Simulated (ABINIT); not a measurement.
Co:

```
CELL_PARAMETERS angstrom
2.47200 0.00000 0.00000
-1.23600 2.14081 0.00000
0.00000 0.00000 4.02114
ATOMIC_POSITIONS crystal
Co 0.66667 0.33333 0.75000
Co 0.33333 0.66667 0.25000
```

Base run:

```yaml
Program: ABINIT 10.8.3 (patched build)
Functional: PBE
Potentials_or_basis: JTH PAW PBE v2.0
Cutoff: 707 eV
k_mesh: 10 × 10 × 6
Occupations: fermi-dirac, width 0.05 eV
Spin: collinear spin, ferromagnetic start
Starting_moments: "[2.0, 2.0] μB"
```

Its results: band gap on the k mesh none (metal or under the smearing width); pressure 5.8 GPa; net moment 3.30 μB per cell; site moments Co +1.72 μB.

Problem. After a change of settings the same cell gave: band gap on the k mesh none (metal or under the smearing width); pressure 7.2 GPa; net moment 3.49 μB per cell; site moments Co +1.79 μB. Which change was it?
A. functional from PBE to PBEsol; k mesh from 10 × 10 × 6 to 12 × 12 × 7
B. k mesh from 10 × 10 × 6 to 5 × 5 × 3
C. functional from PBE to PBEsol; k mesh from 10 × 10 × 6 to 7 × 7 × 4
D. functional from PBE to PBEsol; k mesh from 10 × 10 × 6 to 5 × 5 × 3

Solution. B.

Caveats: some runs use coarse meshes.

Not every run made on this cell is shown here.
